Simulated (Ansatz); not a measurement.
Ga, DFT, PBE, PAW with Ansatz's default frozen-core files, scalar-relativistic (Ansatz 0.2.0), run on 1 thread of Arm Neoverse V1 on a shared host.

The cell is COD entry 9012723, as deposited and not checked against the literature; nothing was relaxed. The listed cell was then made from it by scaling, straining or moving an atom.

Command: `ansatz run input.yaml --threads 1 --pin off --max-ram 3072MiB --backend cpu --events-out ev --progress --plain --runs-dir out`

```yaml
crystal:
  lattice:
    - [-1.422165, 1.399875, 2.229]
    - [1.399875, -1.422165, 2.229]
    - [1.408125, 1.408125, -2.24304]
  atoms:
    - { symbol: Ga, position: [0.0, 0.0, 0.0] }
kpoints:
  mp_grid: { grid: [14, 14, 16] }
scf:
  occupations: { method: fermi_dirac, width: 0.05 }
hamiltonian:
  xc: pbe
  pseudopotentials: { kind: paw }
output:
  forces: true
  stress: true
  eigenvalues: true
  efg: { contact_densities: true }
```

How large is the problem that the program sets up?

849 irreducible k-points, 339 plane waves at Γ, 11 bands.

About how long does it take, and how much memory does it use?

12 s of wall time for 6 SCF iterations, with a peak of 0.46 GiB. Times on shared machines scatter by tens of per cent.

And the same cell and mesh by crystal-made all-electron datasets, asked for forces, stress, eigenvalues, efg, on the same hardware?

49 s, peak memory 0.61 GiB.
